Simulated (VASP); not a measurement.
## From VASP inputs to Ansatz: MgH$_{2}$ (fluorite)

INCAR

```
LREAL = .FALSE.
GGA = PS
LASPH = .TRUE.
ISMEAR = -1
ISIF = 3
NBANDS = 9
NELM = 120
LWAVE = .FALSE.
EDIFF = 1E-7
IBRION = 2
ENCUT = 600
PREC = Accurate
SIGMA = 0.02
LCHARG = .FALSE.
NSW = 40
EDIFFG = -5E-3
```

KPOINTS

```
KPOINTS created by Atomic Simulation Environment
0
Gamma
8 8 8
0 0 0
```

POSCAR

```
Mg H
 1.0000000000000000
     0.0000000000000000    2.3795668894755866    2.3795668894755866
     2.3795668894755866    0.0000000000000000    2.3795668894755866
     2.3795668894755866    2.3795668894755866    0.0000000000000000
 Mg  H
   1   2
Cartesian
  0.0000000000000000 -0.0000000000000000  0.0000000000000000
  1.1897834447377931  1.1897834447377931  1.1897834447377931
  3.5693503342133801  3.5693503342133797  3.5693503342133797
```

VASP ran with the recommended PBE PAW datasets (4 valence electrons in the cell).

**Question.** Translate these files to an Ansatz input.

**Answer.** 

```yaml
crystal:
  lattice:
    - [0.0, 2.3795668895, 2.3795668895]
    - [2.3795668895, 0.0, 2.3795668895]
    - [2.3795668895, 2.3795668895, 0.0]
  atoms:
    - { symbol: Mg, position: [0.0, 0.0, 0.0] }
    - { symbol: H, position: [0.25, 0.25, 0.25] }
    - { symbol: H, position: [0.75, 0.75, 0.75] }
kpoints:
  mp_grid: { grid: [8, 8, 8] }
hamiltonian:
  xc: pbesol
scf:
  occupations: { method: fermi_dirac, width: 0.02 }
relax:
  f_tol: 0.005
  cell: {}
```

Other inputs would serve too.

```
                                              VASP                 Ansatz
relaxed cell vector lengths  3.337, 3.337, 3.337 Å  3.341, 3.341, 3.341 Å
        relaxed cell volume               26.28 Å³               26.37 Å³
```

The two codes use different PAW datasets and cutoffs. VASP's cell holds 4 valence electrons and Ansatz's 12.
